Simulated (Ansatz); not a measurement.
Computed with Ansatz, DFT PBE, scalar-relativistic, plane waves, PAW. All cells share a 420 eV cutoff and Γ-centred k meshes spaced at most about 0.3 Å⁻¹ (about 0.25 or finer for metals, 2π included). No spin polarisation in the final relaxations.

These are static total energies at zero pressure.

Compare these two cells of Ga2P3, each relaxed at this level.

A.

```xyz
10
Lattice="2.6392 1.5237 8.6833 -2.6392 1.5237 8.6833 0.0000 -3.0474 8.6833" Properties=species:S:1:pos:R:3 pbc="T T T"
Ga    0.0000    0.0000   22.0381
Ga    0.0000    0.0000   17.0368
Ga    0.0000    0.0000    9.0131
Ga    0.0000    0.0000    4.0119
P     0.6501   -1.1261    6.5125
P     0.6501    1.1261    6.5125
P    -1.3003    0.0000    6.5125
P     1.3003    0.0000   19.5375
P    -0.6501   -1.1261   19.5375
P    -0.6501    1.1261   19.5375
```

B.

```xyz
5
Lattice="3.8711 0.0000 0.0000 -1.9355 3.3524 0.0000 0.0000 0.0000 8.0982" Properties=species:S:1:pos:R:3 pbc="T T T"
Ga    0.0000    2.2350    1.2532
Ga    1.9355    1.1175    6.8450
P     0.0000    0.0000    0.0000
P     0.0000    2.2350    3.7449
P     1.9355    1.1175    4.3533
```

Task: Which is lower in energy, and by how much?

Result: B is lower, by 108 meV/atom. A has space group R-3c (No. 167), 21.0 Å³/atom and no gap on its mesh; B has space group P-3m1 (No. 164), 21.0 Å³/atom and no gap. Counting P atoms around Ga (those within 1.25 times the shortest such distance or 1.15 times the sum of covalent radii, 1.27 where that leaves under three; the shortest distance is added where it exceeds 1.18 times the sum of covalent radii), A has Ga 6 from 2.7 Å and B has Ga 4. A holds P–P units of three or more atoms (shortest 2.25 Å); B holds P–P nets (shortest 2.32 Å). Even the lower one lies +0.09 eV/atom against the reference forms of the elements (uncorrected), so neither is stable at this level. In A, around Ga lie 6 P at 2.74–2.82 Å and 3 Ga at 3.12 Å; around P lie 2 P at 2.25 Å and 4 Ga at 2.74–2.82 Å. In B, around Ga lie 4 P at 2.49–2.56 Å; around P on a site of symmetry -3m lie 6 Ga at 2.56 Å; P on a site of symmetry 3m is surrounded by 3 P at 2.32 Å and 1 Ga at 2.49 Å. Both come from invented guesses.

In P-3m1 an odd number of electrons in the primitive cell allows no gap without spin; a larger cell or a magnetic state could open one. A magnetic state wasn't ruled out in cells without spin, among them P-3m1. Cells relaxed within their symmetry can be saddle points.

B is favoured over A, and since the two have equal volumes per atom, packing density doesn't explain it. Both also contain the same number of short P–P contacts per formula unit, and those in B are the longer ones, so its advantage probably comes from the Ga–P bonding. A gathers all its phosphorus into P₃ triangles and leaves gallium with only long, weak contacts from 2.74 Å. B keeps part of its phosphorus as isolated, phosphide-like atoms and brings Ga–P down to 2.49–2.56 Å, still stretched compared with tetrahedral GaP.

Neither network suits the electron count. With trivalent gallium, the P₃ rings in A and the buckled phosphorus net plus isolated phosphide in B both leave surplus electrons. These must enter P–P antibonding or gallium-derived states, which fits the missing gaps and may explain the stretched P–P bonds in B. Because GaP is a stable compound, decomposition into GaP and phosphorus should be even more favourable than decomposition into the elements.
